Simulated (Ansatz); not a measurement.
A relaxation computed with Ansatz, from input to last step.

```yaml
crystal:
  lattice:
    - [0.0, 2.7009292655, 2.7009292655]
    - [2.7009292655, 0.0, 2.7009292655]
    - [2.7009292655, 2.7009292655, 0.0]
  atoms:
    - { symbol: Pb, position: [0.0, 0.0, 0.0] }
    - { symbol: O, position: [0.25, 0.25, 0.25] }
    - { symbol: O, position: [0.75, 0.75, 0.75] }
basis:
  ecutwfc: 420
kpoints:
  mp_grid: { grid: [14, 14, 14] }
hamiltonian:
  xc: pbe
scf:
  occupations: { method: gaussian, width: 0.1 }
output:
  forces: true
  stress: true
  eigenvalues: true
relax:
  adjacent_minimum: "off"
  f_tol: 0.005
  max_steps: 80
  cell: { stress_tol: 0.05 }
```

```bash
ansatz run input.yaml --threads 1 --pin off --max-ram 2560MiB --backend cpu --events-out ev --progress --plain --runs-dir out
```

Level of theory: Ansatz 0.2.0, DFT PBE, scalar-relativistic, plane waves, PAW.

Of 4 frames 4 are shown, positions in Å and forces in eV/Å; the SCF threshold varies from step to step. Steps run on the plane waves of an earlier cell, with a Pulay correction in the pressure. The basis is chosen afresh for the last frame, the zero of the energies, and at times for earlier ones too; energy and pressure step there, also at an unchanged geometry.

```xyz
3
Lattice="0.0000 2.7009 2.7009 2.7009 0.0000 2.7009 2.7009 2.7009 0.0000" Properties=species:S:1:pos:R:3:forces:R:3 pbc="T T T" step=1 free_energy_over_end_meV_per_atom=0.07 pressure_GPa=0.46
Pb    0.0000    0.0000    0.0000    0.0000    0.0000    0.0000
O     1.3505    1.3505    1.3505    0.0000    0.0000    0.0000
O     4.0514    4.0514    4.0514    0.0000    0.0000    0.0000
3
Lattice="0.0000 2.7046 2.7046 2.7046 0.0000 2.7046 2.7046 2.7046 0.0000" Properties=species:S:1:pos:R:3:forces:R:3 pbc="T T T" step=2 free_energy_over_end_meV_per_atom=0.21 pressure_GPa=-0.10
Pb    0.0000    0.0000    0.0000    0.0000    0.0000    0.0000
O     1.3523    1.3523    1.3523    0.0000    0.0000    0.0000
O     4.0568    4.0568    4.0568    0.0000    0.0000    0.0000
3
Lattice="0.0000 2.7039 2.7039 2.7039 0.0000 2.7039 2.7039 2.7039 0.0000" Properties=species:S:1:pos:R:3:forces:R:3 pbc="T T T" step=3 free_energy_over_end_meV_per_atom=0.17 pressure_GPa=0.00
Pb    0.0000    0.0000    0.0000    0.0000    0.0000    0.0000
O     1.3520    1.3520    1.3520    0.0000    0.0000    0.0000
O     4.0559    4.0559    4.0559    0.0000    0.0000    0.0000
3
Lattice="0.0000 2.7039 2.7039 2.7039 0.0000 2.7039 2.7039 2.7039 0.0000" Properties=species:S:1:pos:R:3:forces:R:3 pbc="T T T" step=4 free_energy_over_end_meV_per_atom=0.00 pressure_GPa=0.02
Pb    0.0000    0.0000    0.0000    0.0000    0.0000    0.0000
O     1.3520    1.3520    1.3520    0.0000    0.0000    0.0000
O     4.0559    4.0559    4.0559    0.0000    0.0000    0.0000
```

The run took 17 s on 1 thread of Intel(R) Xeon(R) Platinum 8488C (Sapphire Rapids), on a shared host, peak memory 0.42 GiB.

Spin–orbit coupling is left out, which can shift energies with elements as heavy as these.